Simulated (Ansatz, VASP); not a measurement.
One calculation of BaTe, two programs

INCAR

```
PREC = Accurate ; ENCUT = 520
EDIFF = 1E-7 ; ISMEAR = -1
SIGMA = 0.05 ; LREAL = F
LASPH = T ; NELM = 80
ALGO = Normal ; ISIF = 2
LWAVE = F ; LCHARG = F
GGA = PE ; NBANDS = 15
```

Contents of KPOINTS:

```
Automatic mesh
0
Gamma
  6 6 6
```

POSCAR

```
BaTe
1.0
    4.2906950743      0.0000000000      0.0000000000
    0.0000000000      4.2906950743      0.0000000000
    0.0000000000      0.0000000000      4.2906950743
Ba Te
1 1
Direct
    0.0000000000      0.0000000000      0.0000000000
    0.5000000000      0.5000000000      0.5000000000
```

File input.yaml:

```yaml
crystal:
  lattice:
    - [4.2906950743, 0.0, 0.0]
    - [0.0, 4.2906950743, 0.0]
    - [0.0, 0.0, 4.2906950743]
  atoms:
    - { symbol: Ba, position: [0.0, 0.0, 0.0] }
    - { symbol: Te, position: [0.5, 0.5, 0.5] }
hamiltonian:
  xc: pbe
  pseudopotentials: { kind: paw }
kpoints:
  mp_grid: { grid: [6, 6, 6] }
scf:
  occupations: { method: fermi_dirac, width: 0.05 }
output:
  forces: true
  stress: true
  eigenvalues: true
  write_density: true
  write_potential: true
  elf: true
  volumetric_format: npy
```

Change from the starting cell: volume scaled by 1.02.

Alike in both runs: task single point; functional PBE; k mesh 6 × 6 × 6; occupations fermi-dirac, width 0.05 eV; no spin polarisation.

```csv
,VASP,Ansatz
version,VASP 6.6.1,Ansatz 0.2.0
potentials or method,"VASP PAW PBE potentials, release 64 (Ba_sv, Te)",Ansatz PAW
plane-wave cutoff (eV),520,420
valence electrons in the cell,16,26
```

|  | VASP | Ansatz | Ansatz less VASP |
| --- | --- | --- | --- |
| gap on the k mesh at the Fermi level (eV) | 0.83 | 0.92 | +0.094 |
| least direct gap on the mesh (eV) | 1.00 | 1.09 | +0.092 |
| pressure (GPa) | -0.6 | -1.0 | -0.41 |

The functional is the same, so the differences come from potentials, cutoffs and numerics. The two sets of potentials don't hold the same shells in valence.

Caveats: spin-orbit coupling is left out, which moves the levels of the heavy elements. A k mesh can miss the band edges.
